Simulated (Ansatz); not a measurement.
Runs of Ansatz 0.2.0 on TiO2. Symmetry: P4_2/mnm, No. 136, tetragonal system. The conventional cell has a = 4.600 Å, b = 4.600 Å, c = 2.959 Å, α = 90.00°, β = 90.00°, γ = 90.00°. Ti (site symmetry mmm) is surrounded by 6 O at 1.95 to 1.98 Å. O (site symmetry m2m) has 3 Ti at 1.95 to 1.98 Å as nearest neighbours. The cell is a database's computed one.

```csv
task,level,cell,cutoff (eV),smearing,points for each segment of the path,gap on the mesh (eV),pressure (GPa)
band structure,r2SCAN,as given,500,fermi-dirac 0.05 eV,14,2.20,-1.0
single point,PBE,as given,420,gaussian 0.013 eV,-,1.87,4.2
relaxation of cell and atoms,RPBE+D4,relaxed,420,fermi-dirac 0.05 eV,-,(a),0.0
single point,PBE,as given,420,gaussian 0.011 eV,-,1.87,4.2
band structure,PBE,as given,420,fermi-dirac 0.05 eV,14,1.87,4.2
```

Alike in all rows: potentials or basis Ansatz PAW; no spin polarisation; k mesh 6 × 6 × 9.

Task: Fill in the values left out.

Result: (a) 1.91.

Caveats: odd divisions of the mesh miss points on the zone boundary, where band edges often lie, so the gap on the mesh can be too wide (some runs); the PAW data sets come from PBE, with cores solved anew for the run's functional, which leaves a small shift of forces and pressure (some runs); the plane-wave basis is chosen anew once the cell has moved, so the energies of steps on either side of that aren't comparable (some runs).

A k mesh can miss the band edges.
